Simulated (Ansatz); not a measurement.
The crystal is ZnSe (Stilleite).

Symmetry: F-43m, No. 216, cubic system. Conventional cell: a = 5.668 Å, b = 5.668 Å, c = 5.668 Å, α = 90.00°, β = 90.00°, γ = 90.00°. Zn has 4 Se at 2.45 Å nearest. Nearest to Se lie 4 Zn at 2.45 Å. Farther neighbours and most contacts between anions are not listed.

```
Zn Se
1.0
     0.00000    2.83380    2.83380
     2.83380    0.00000    2.83380
     2.83380    2.83380    0.00000
Zn Se
1 1
Direct
  0.00000 0.00000 0.00000
  0.25000 0.25000 0.25000
```

The cell and positions come from the Crystallography Open Database and are kept as given unless a step says otherwise. PAW set soft_1, made with PBE.

Gaps computed with Ansatz 0.2.0 without a self-energy: PBE 1.28 eV, PBE+SOC 1.16 eV, HSE06 2.43 eV and PBE0 3.10 eV. The mean ε∞ by PBE perturbation theory is 7.25.

Question: What gap should G0W0 on PBE give (6×6×6 mesh, 292 empty bands, screening to 200 eV, default PAW files)?

About 2.37 eV: on its mesh the run moves the gap from 1.28 eV by +1.08 eV. Among the scalar-relativistic levels given, HSE06 is nearest (+0.06 eV). One-shot corrections scale roughly with one over ε∞, here 0.14. Spin-orbit coupling is not in that value; its −0.12 eV at the PBE level would bring it to about 2.24 eV. Bands and cutoff are finite, so the gap is not at the basis limit. The miss can reach some tenths of an eV and take either sign; the mesh is an error of its own. The many-body steps are scalar-relativistic: spin-orbit coupling is not in them.

[Paths, hosts, dates, memory and timing lines, banners, echoed tables and standing remarks are left out of the program output.]

[Logs are printed without paths, hosts, clocks, repeated set-up lines and the standing remarks that a program may print on its own settings, such as how far it seeks lower states.]

[Runs of the session that timed out or met a known fault of the program may be left out.]

[Cells called generated may have been cut or substituted from an entry of the Crystallography Open Database or the Materials Project.]

[Hosts, paths, dates, database ids (printed as entryN), source tags and the programs' standing remarks are cut or masked in the printed files.]
